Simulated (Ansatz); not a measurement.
A sound run on CoSi (Pm-3m), parallel moments (DFT, PBE, all-electron LAPW, scalar-relativistic (Ansatz 0.2.0)):

```yaml
crystal:
  lattice:
    - [2.781334, 0.0, 0.0]
    - [0.0, 2.781334, 0.0]
    - [0.0, 0.0, 5.562668]
  atoms:
    - { symbol: Co, position: [0.0, 0.0, 0.0], spin: 0.6 }
    - { symbol: Co, position: [0.0, 0.0, 0.5], spin: 0.6 }
    - { symbol: Si, position: [0.5, 0.5, 0.25] }
    - { symbol: Si, position: [0.5, 0.5, 0.75] }
magnetization:
  spin_polarized: true
kpoints:
  mp_grid: { grid: [13, 13, 7] }
scf:
  occupations: { method: fermi_dirac, width: 0.03 }
  lower_state_search: "off"
hamiltonian:
  xc: pbe
  pseudopotentials: { kind: all_electron, lapw: { basis_error: 0.0005 } }
output:
  forces: true
  stress: true
  eigenvalues: true
  populations: true
```

It converged in 16 iterations. Site moments (μB): Co1 0.62, Co2 0.62, Si3 0.01, Si4 0.01. Cell moment 1.22 μB. Pressure 0.98 GPa.

The input is then changed, output keys apart:

```diff
-  occupations: { method: fermi_dirac, width: 0.03 }
+  occupations: { method: methfessel_paxton, width: 2.0 }
+  max_iter: 50
```

**Question.** What happens?

**Answer.** The calculation finished and met its thresholds. Free energy -91621.1673 eV against -91621.3023 eV (not comparable, since the functional, the files or the filling changed), cell moment 0.00 μB, pressure -2.56 GPa. These settings were drawn wide on purpose, so the numbers show their effect and aren't offered as converged values. The fault put in on purpose is a smearing of electronvolts; the log may name another complaint first.
```
Co: projections on atomic orbitals take those of the free atom 1s2 2s2 2p6 3s2 3p6 3d7 4s2, of charge +0.00 (hamiltonian.pseudopotentials.projection_atoms)
Si: projections on atomic orbitals take those of the free atom 1s2 2s2 2p6 3s2 3p2, of charge +0.00 (hamiltonian.pseudopotentials.projection_atoms)
LAPW: plane waves up to 8.804 Å⁻¹, error target 5.0e-4 eV per atom; small_component_spin mean_spin; Si in spheres of 1.100 Å, 12 of its electrons in bands, Dirac shells []; Co in spheres of 1.309 Å, 17 of its electrons in bands, Dirac shells [] (how accurate: hamiltonian.pseudopotentials.lapw.basis_error, Limitations)
band count auto-derived: 43 (N_el = 58.0; filled up to band 29; 36 by the electrons, moments and atoms)
Engine: ansatz 0.2.0
Pseudopotentials: kind: all_electron
Pseudopotential: Co, LAPW, valence charge 17, lapw/all_electron/scalar/gaussian/Co, Koelling and Harmon's equation, gaussian nucleus
Pseudopotential: Si, LAPW, valence charge 12, lapw/all_electron/scalar/gaussian/Si, Koelling and Harmon's equation, gaussian nucleus
Functional definition: PBE
  parameter kappa = 0.804
  parameter beta = 0.06672455060314922
  exchange = pbe_x(kappa = kappa, mu = beta*pi^2/3)
  correlation = pbe_c(beta = beta)
Crystal: 4 atoms, lattice volume = 43.032 Å³
Basis set: ecut = 295.28513795629647 eV, 483 PW (Γ), exchange–correlation at level 2
[...]
        0.000000      -2.555177       0.000000
        0.000000       0.000000      -2.555186
  P = ⅓ Tr σ = -2.5552 GPa (-25.552 kbar)
--- Band table (eV; the first three rows and the last of 224) ---
  k-point 0 ↑: bands = ["-116.3255", "-116.3252", "-76.4344", "-76.4302", "-72.3758", "-72.3726", "-72.3726", "-72.3726", "-72.3724", "-72.3724", "-39.7903", "-39.7317", "-39.7317", "-39.7317", "-39.7269", "-39.7269", "4.5376", "8.4192", "9.9714", "14.9454", "14.9454", "15.7295", "16.1298", "16.1298", "17.4169", "17.4169", "17.4169", "17.5699", "18.4626", "21.7785", "21.7785", "21.7785", "25.4347" …
  k-point 1 ↑: bands = ["-116.3255", "-116.3252", "-76.4342", "-76.4305", "-72.3756", "-72.3728", "-72.3726", "-72.3726", "-72.3724", "-72.3724", "-39.7874", "-39.7346", "-39.7315", "-39.7315", "-39.7271", "-39.7271", "4.6360", "7.8082", "10.6904", "14.8875", "14.9801", "15.6857", "16.1776", "16.1776", "17.3258", "17.3258", "17.4244", "17.5622", "18.4460", "21.1431", "21.9536", "21.9536", "25.4907 …
  k-point 2 ↑: bands = ["-116.3255", "-116.3253", "-76.4337", "-76.4310", "-72.3752", "-72.3732", "-72.3726", "-72.3726", "-72.3724", "-72.3724", "-39.7793", "-39.7428", "-39.7308", "-39.7308", "-39.7278", "-39.7278", "4.9295", "6.8931", "11.9024", "14.6515", "15.0792", "15.5661", "16.3171", "16.3171", "17.0954", "17.0954", "17.4453", "17.5407", "18.4373", "19.9756", "22.4373", "22.4373", "25.0379 …
  k-point 111 ↓: bands = ["-116.3249", "-116.3248", "-76.4242", "-76.4232", "-72.3756", "-72.3756", "-72.3756", "-72.3756", "-72.3742", "-72.3735", "-39.7805", "-39.7805", "-39.7792", "-39.7791", "-39.7562", "-39.7438", "10.9937", "11.4708", "13.1318", "13.1398", "13.2273", "13.2652", "15.8129", "16.4478", "17.4236", "17.4301", "17.8268", "17.9422", "18.3017", "18.5457", "19.0888", "19.7319", "20. …
--- Löwdin populations: 4 sites ---
  site symbol       q [e]    m [muB]
     0     Co     26.6054    -0.0000
     1     Co     26.6054    -0.0000
     2     Si     14.1234    -0.0000
     3     Si     14.1234    -0.0000
  spilling = 0.006614 (of n_electrons = 82.000000)
```
